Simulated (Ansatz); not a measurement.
# SiO2: the cost of one run

Method: DFT PBEsol, scalar-relativistic, plane waves, PAW, in Ansatz 0.2.0.

The COD cell was measured well above room temperature, so it is larger than a cold one.

5 further runs of the same task are left out: 2 that didn't finish, 3 set aside as unsound or not needed.

## Step 1: The system as given

It takes space group P6_222 (No. 180, hexagonal). The conventional cell has a = 5.080 Å, b = 5.080 Å, c = 5.559 Å, α = 90.00°, β = 90.00°, γ = 120.00°. Si (site symmetry 222) has 4 O at 1.62 Å in its first shell of neighbours. O (site symmetry 2) has 2 Si at 1.62 Å in its first shell of neighbours.

Coordinates:

```cif
data_structure
_symmetry_space_group_name_H-M 'P 1'
_symmetry_Int_Tables_number 1
_cell_length_a 5.0797
_cell_length_b 5.0797
_cell_length_c 5.5590
_cell_angle_alpha 90.000
_cell_angle_beta 90.000
_cell_angle_gamma 120.000
_cell_volume 124.22
loop_
_atom_site_label
_atom_site_type_symbol
_atom_site_fract_x
_atom_site_fract_y
_atom_site_fract_z
_atom_site_occupancy
Si1 Si 0.50000 0.00000 0.00000 1
Si2 Si 0.50000 0.50000 0.33333 1
Si3 Si 0.00000 0.50000 0.66667 1
O1 O 0.41546 0.20773 0.16667 1
O2 O 0.20773 0.41546 0.50000 1
O3 O 0.79227 0.20773 0.83333 1
O4 O 0.58454 0.79227 0.16667 1
O5 O 0.79227 0.58454 0.50000 1
O6 O 0.20773 0.79227 0.83333 1
```

It is the result of an earlier relaxation at this level (volume 13.80 Å³/atom; gap on the mesh: 5.55 eV).

## Step 2: Zero of energy

The reference gives a free energy of -5239.7755 eV, pressure 0.01 GPa, largest force 0.000 eV/Å and gap on the mesh 5.55 eV. It was computed beforehand with the settings of the runs below.

## Step 3: Harmonic modes of this cell

input.yaml

```yaml
crystal:
  lattice:
    - [5.0797170108, 0.0, 0.0]
    - [-2.5398585054, 4.3991639754, 0.0]
    - [0.0, 0.0, 5.5590141059]
  atoms:
    - { symbol: Si, position: [0.5, 0.0, 0.0] }
    - { symbol: Si, position: [0.5, 0.5, 0.3333333333] }
    - { symbol: Si, position: [0.0, 0.5, 0.6666666667] }
    - { symbol: O, position: [0.4154623971, 0.2077311985, 0.1666666667] }
    - { symbol: O, position: [0.2077311985, 0.4154623971, 0.5] }
    - { symbol: O, position: [0.7922688015, 0.2077311985, 0.8333333333] }
    - { symbol: O, position: [0.5845376029, 0.7922688015, 0.1666666667] }
    - { symbol: O, position: [0.7922688015, 0.5845376029, 0.5] }
    - { symbol: O, position: [0.2077311985, 0.7922688015, 0.8333333333] }
basis:
  ecutwfc: 420
kpoints:
  mp_grid: { grid: [6, 6, 4] }
hamiltonian:
  xc: pbesol
scf:
  occupations: { method: gaussian, width: 0.05 }
output:
  eigenvalues: true
phonons:
  method: fd
  supercell: [1, 1, 1]
  amplitude: 0.02
  eigenvectors: true
  dielectric: false
```

Command:

```sh
> ansatz run input.yaml --threads 2 --pin off --max-ram 5120MiB --backend cpu --events-out ev --progress --plain --runs-dir out
```

What time and memory should one allow on 2 threads of Arm Neoverse V1, shared host?

About 77 s, with a peak of 0.53 GiB.
